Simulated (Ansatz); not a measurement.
**What a trial cell of I relaxes into**

The calculation used DFT PBE, scalar-relativistic, plane waves, PAW in Ansatz 0.2.0. Cutoff 420 eV, Γ-centred k mesh, Gaussian smearing, no spin polarisation in the final step.

I was placed on the omega structure type (P6/mmm, No. 191), at a guessed volume.

```xyz
3
Lattice="6.6507 0.0000 0.0000 -3.3254 5.7597 0.0000 0.0000 0.0000 4.0772" Properties=species:S:1:pos:R:3 pbc="T T T"
I     0.0000    0.0000    0.0000
I     0.0000    3.8398    2.0386
I     3.3254    1.9199    2.0386
```

Cell and atoms relax at zero pressure; the relaxation can't lower the symmetry of the start.

Energies count from the standard state of I at the same level.

Q: Which crystal results?

A: It keeps P6/mmm (No. 191), but not the shape of the type it started on. Conventional cell: a = 7.915 Å, c = 2.923 Å. I on Wyckoff site a (1 atom of the primitive cell) has 2 I at 2.92 Å; I on Wyckoff site d (2 atoms of the primitive cell) has 2 I at 2.92 Å.

```cif
data_structure
_symmetry_space_group_name_H-M 'P6/mmm'
_symmetry_Int_Tables_number 191
_cell_length_a 7.9154
_cell_length_b 7.9154
_cell_length_c 2.9232
_cell_angle_alpha 90.000
_cell_angle_beta 90.000
_cell_angle_gamma 120.000
_cell_volume 158.61
loop_
_atom_site_label
_atom_site_type_symbol
_atom_site_symmetry_multiplicity
_atom_site_Wyckoff_symbol
_atom_site_fract_x
_atom_site_fract_y
_atom_site_fract_z
_atom_site_occupancy
I1 I 1 a 0.00000 0.00000 0.00000 1
I2 I 2 d 0.33333 0.66667 0.50000 1
```

Q: What are its volume, energy, density and gap?

A: The volume per atom is 52.9 Å³ and the density is 4.0 g/cm³. The energy over the standard structure is 0.12 eV/atom. The gap on the 9×9×16 mesh is 0 eV (a metal).

The final run used a 9×9×16 mesh on its 3-atom cell and 0.10 eV smearing. For metals, differences of a few meV/atom aren't resolved. Weakly bound directions are ill-defined at this level, which has no dispersion term. Spin–orbit coupling is left out. Symmetry constrained the relaxation, so the result can be a saddle point.